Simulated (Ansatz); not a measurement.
## Yb in Ansatz: the effect of fixed moment

The system is Yb.

```xyz
1
Lattice="-2.1515 2.1515 2.1515 2.1515 -2.1515 2.1515 2.1515 2.1515 -2.1515" Properties=species:S:1:pos:R:3 pbc="T T T"
Yb    0.0000    0.0000    0.0000
```

This isn't the form of Yb at room conditions, which is fcc.

Alike in all runs:

* Program: Ansatz 0.2.0
* Task: single point
* Functional: PBEsol
* Potentials or basis: Ansatz PAW
* Cutoff: 420 eV (not typed: the program's choice for these potentials)
* k mesh: 7 × 7 × 7
* Occupations: fermi-dirac, width 0.05 eV

Q: One run gave: energy over the lowest run 861.7 meV/atom; pressure -3.3 GPa. Which fixed moment did it use?
A. 0.8
B. 1.5
C. 1.2
D. 2
E. 1

A: D.

| fixed moment | spin | starting moments | energy over the lowest run (meV/atom) | pressure (GPa) |
| --- | --- | --- | --- | --- |
| 0 | collinear spin, program default start | - | 0.0 | -3.5 |
| 0.2 | collinear spin, ferromagnetic start | [0.2] μB | 17.2 | -3.3 |
| 0.5 | collinear spin, ferromagnetic start | [0.5] μB | 77.9 | -3.0 |
| 0.8 | collinear spin, ferromagnetic start | [0.8] μB | 161.8 | -2.8 |
| 1 | collinear spin, ferromagnetic start | [1.0] μB | 231.7 | -2.7 |
| 1.2 | collinear spin, ferromagnetic start | [1.2] μB | 325.0 | -2.8 |
| 1.5 | collinear spin, ferromagnetic start | [1.5] μB | 497.9 | -2.9 |
| 2 | collinear spin, ferromagnetic start | [2.0] μB | 861.7 | -3.3 |

Caveats: the total moment is fixed, so each spin has its own Fermi level; the PAW data sets come from PBE, with cores solved anew for the run's functional, which leaves a small shift of forces and pressure; the thresholds are loose for stress.
